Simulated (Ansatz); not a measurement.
Runs of Ansatz 0.2.0 on CuO. The typed cell holds 4 atoms: a = 2.880 Å, b = 2.880 Å, c = 5.176 Å, α = 89.81°, β = 89.81°, γ = 89.22°. The cell comes from a database or a generator and needn't be the stable form of this composition.

```csv
task,level,U,cell,k mesh,cutoff (eV),share of exact exchange,points for each segment of the path,hubbard projectors,double counting,atoms under strain,mesh quality,gap on the mesh (eV),pressure (GPa),relaxed volume (Å³/atom),largest force (eV/Å)
single point,r2SCAN0 form with a typed share of exact exchange,-,as given,5 × 5 × 3,500,0.5,-,-,-,-,coarse,none,(b),-,0.05
relaxation of cell and atoms,PBEsol+D3(BJ),-,relaxed,9 × 9 × 5,420,-,-,-,-,-,not flagged,none,0.0,10.43,-
single point,r2SCAN0 form with a typed share of exact exchange,-,as given,5 × 5 × 3,500,0.1,-,-,-,-,coarse,none,-1.9,-,0.01
single point,r2SCAN0 form with a typed share of exact exchange,-,as given,5 × 5 × 3,500,0,-,-,-,-,coarse,none,-0.9,-,0.01
band structure,LDA+U,Cu d U = 4.5 eV,as given,9 × 9 × 5,420,-,14,ortho-atomic (the default),fll (the default),-,not flagged,none,-6.1,-,0.01
single point,PBE,-,as given,9 × 9 × 5,350,-,-,-,-,-,not flagged,none,5.6,-,0.01
single point,r2SCAN0,-,as given,5 × 5 × 3,500,0.25,-,-,-,-,coarse,none,(c),-,(d)
elastic constants,PBE,-,as given,8 × 8 × 5,420,-,-,-,-,relaxed,not flagged,none,(a),-,-
single point,r2SCAN0 form with a typed share of exact exchange,-,as given,5 × 5 × 3,500,0.15,-,-,-,-,coarse,none,-2.4,-,0.05
relaxation of cell and atoms,r2SCAN+U,Cu d U = 5.3 eV,relaxed,9 × 9 × 5,500,-,-,ortho-atomic (the default),fll (the default),-,not flagged,none,0.0,10.90,-
relaxation of cell and atoms,RPBE,-,relaxed,9 × 9 × 5,420,-,-,-,-,-,not flagged,none,0.0,11.61,-
```

Alike in all rows: potentials or basis Ansatz PAW; no spin polarisation; smearing fermi-dirac 0.05 eV.

Q: Fill in the values left out.

A: (a) 5.8; (b) -5.4; (c) -3.2; (d) 0.03.

Caveats: some runs use coarse meshes; the run has no spin polarisation, though such a crystal can be magnetic; the PAW data sets come from PBE, with cores solved anew for the run's functional, which leaves a small shift of forces and pressure (some runs); the thresholds are loose for stress (some runs); semilocal functionals often make such compounds metallic where correlation or magnetic order opens a gap, which also shifts bond lengths (some runs); the plane-wave basis is chosen anew once the cell has moved, so the energies of steps on either side of that aren't comparable (some runs); U without spin polarisation on a metal has little footing (some runs); pairwise dispersion overbinds metals, which lowers pressure and volume (some runs).

A gap of «none» marks a metal or a gap under the smearing width.
